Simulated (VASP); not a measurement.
Write the native input for VASP 6.6.1 that does the following.

| Property | Result |
| --- | --- |
| Task | work function |
| Functional | r2SCAN |
| Potentials or basis | VASP PAW PBE potentials, release 64 (B, As) |
| Cutoff | 520 eV |
| k mesh | 12 × 12 × 1 |
| Occupations | gaussian, width 0.03 eV |
| Spin | no spin polarisation |
| Dipole correction | yes |
| Further INCAR settings | ALGO = Normal; EDIFF = 1e-06 |

The structure of BAs lies in POSCAR:

```
BAs                                     
1.0
    3.3814054796      0.0000000000      0.0000000000
   -1.6907027398      2.9283830411      0.0000000000
    0.0000000000      0.0000000000     16.0000000000
  B               As            
     1     1
Direct
     0.3333330000000032    0.6666669999999968    0.5000000000000000
     0.6666669999999968    0.3333330000000032    0.5000000000000000
```

The cell was built by a generator and needn't be a form met in nature.

These files were run (other wordings do the same):

INCAR

```
ALGO = Normal ; DIPOL = 0.5 0.5 0.500
EDIFF = 1E-6 ; ENCUT = 520
IDIPOL = 3 ; ISIF = 2
ISMEAR = 0 ; KPAR = 4
LASPH = T ; LCHARG = T
LDIPOL = T ; LMIXTAU = T
LREAL = F ; LVACPOTAV = T
LVHAR = T ; LWAVE = F
METAGGA = R2SCAN ; NELM = 100
PREC = Accurate ; SIGMA = 0.03
```

KPOINTS

```
k-points
0
Gamma
  12 12 1
```

Potentials or basis: VASP PAW PBE potentials, release 64 (B, As).

The run is started by

```sh
$ cat potpaw_PBE.64/B/POTCAR potpaw_PBE.64/As/POTCAR > POTCAR
$ mpirun -np 4 vasp_std > vasp.out
```

Results of the run:

```
Band gap on the k mesh                 : 0.99 eV, direct
Ionisation potential of the upper face : 5.11 eV
```

Run time: 3.1 min on 4 MPI ranks on Intel(R) Xeon(R) Platinum 8259CL CPU @ 2.50GHz (Skylake/Cascade Lake), with other jobs on the host, peak memory 0.33 GiB a rank.
